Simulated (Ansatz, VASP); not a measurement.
NaCl in VASP and in Ansatz

File INCAR:

```
PREC     = Accurate       # precision mode
ENCUT    = 520            # plane-wave cutoff, eV
EDIFF    = 1E-8           # SCF threshold, eV
ISMEAR   = -1             # smearing method
SIGMA    = 0.03           # smearing width, eV
LREAL    = False          # projectors in reciprocal space
LASPH    = True           # aspherical terms in the spheres
NELM     = 100            # most SCF steps
ALGO     = Normal         # electronic algorithm
ISIF     = 2              # what is computed and relaxed
LWAVE    = False          # write WAVECAR
LCHARG   = False          # write CHGCAR
GGA      = PS             # functional
LEFG     = True         
NBANDS   = 14             # bands
```

The input KPOINTS:

```
regular mesh
0
Gamma
  9 9 9
```

POSCAR

```
NaCl
1.0
    2.8213466130      0.0000000000      0.0000000000
    0.0000000000      2.8213466130      0.0000000000
    0.0000000000      0.0000000000      2.8213466130
Na Cl
1 1
Direct
    0.0000000000      0.0000000000      0.0000000000
    0.5000000000      0.5000000000      0.5000000000
```

Input for Ansatz:

```yaml
crystal:
  lattice:
    - [2.821346613, 0.0, 0.0]
    - [0.0, 2.821346613, 0.0]
    - [0.0, 0.0, 2.821346613]
  atoms:
    - { symbol: Na, position: [0.0, 0.0, 0.0] }
    - { symbol: Cl, position: [0.5, 0.5, 0.5] }
kpoints:
  mp_grid: { grid: [9, 9, 9] }
scf:
  occupations: { method: fermi_dirac, width: 0.03 }
hamiltonian:
  xc: pbesol
  pseudopotentials: { kind: all_electron, datasets: crystal }
output:
  forces: true
  stress: true
  eigenvalues: true
  efg: { contact_densities: true }
```

Change from the starting cell: volume scaled by 0.96, crystal datasets.

Alike in both runs: task electric field gradients; functional PBEsol; k mesh 9 × 9 × 9; occupations fermi-dirac, width 0.03 eV; no spin polarisation.

```csv
,VASP,Ansatz
version,VASP 6.6.1,Ansatz 0.2.0
potentials or method,"VASP PAW PBE potentials, release 64 (Na_pv, Cl)","all-electron PAW with datasets made for the crystal, scalar-relativistic"
plane-wave cutoff (eV),520,see its input
```

|  | VASP | Ansatz | Ansatz less VASP |
| --- | --- | --- | --- |
| gap on the k mesh at the Fermi level (eV) | 4.40 | 4.34 | -0.058 |
| pressure (GPa) | 70.8 | 70.1 | -0.76 |
| Vzz of the field gradient on the site that differs most (V/Å²) | 0.0 | 0.0 | 0.00 |

Ansatz ran all-electron here, so the differences hold the error of VASP's frozen core and of both bases.

Caveats: the cell as given lies far from equilibrium; so large a pressure means that the cell lies far from this level's equilibrium, or that cutoff or potentials fall short (VASP); the potentials were made for another functional, which shifts forces and pressure (VASP); an odd mesh through Γ misses points on the zone boundary, where band edges often lie.
